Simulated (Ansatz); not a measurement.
**Pb: strain and displacement**

```
Pb
1.0
     0.00000    2.46980    2.46980
     2.46980    0.00000    2.46980
     2.46980    2.46980    0.00000
Pb
1
Cartesian
  0.0000 0.0000 0.0000
```

Conventional cell: a = 4.940 Å, b = 4.940 Å, c = 4.940 Å, α = 90.00°, β = 90.00°, γ = 90.00°. Pb (atom 1) has 12 Pb at 3.49 Å as nearest neighbours.

The cell is a measured one (Crystallography Open Database entry 9012959); the temperature and pressure of the measurement aren't taken into account, and nothing was relaxed. It is an old determination, and later ones may differ.

Spin–orbit coupling is left out, though it moves levels of the heavy atoms by tenths of an eV or more.

Method: DFT, PBE, all-electron LAPW, scalar-relativistic in Ansatz 0.2.0.

Settings: a Γ-centred 13×13×13 k mesh, Fermi–Dirac smearing of 0.08 eV, basis error target 0.25 meV/atom, no spin polarisation.

The unchanged cell is at 2.77 GPa.

In a metal, stresses and small energies carry noise from the k mesh.

x, y and z are the Cartesian axes of the cell as listed; fractional coordinates follow a strain, and an engineering shear is twice the off-diagonal strain component.

(1) With this change (equal xy, yz and zx engineering shear strains of +3 %), what becomes of the energy and stress?

(2) With this change (z strained by +3 % at fixed volume), what becomes of the energy and stress?

## Answers

(1) Energy change +5 meV/atom; stress change (xx, yy, zz, yz, xz, xy) 0.07, 0.07, 0.07, -0.63, -0.63, -0.63 GPa, compression positive.

(2) Energy change +1 meV/atom; stress change (xx, yy, zz, yz, xz, xy) 0.22, 0.22, -0.38, 0.00, 0.00, 0.00 GPa, compression positive.
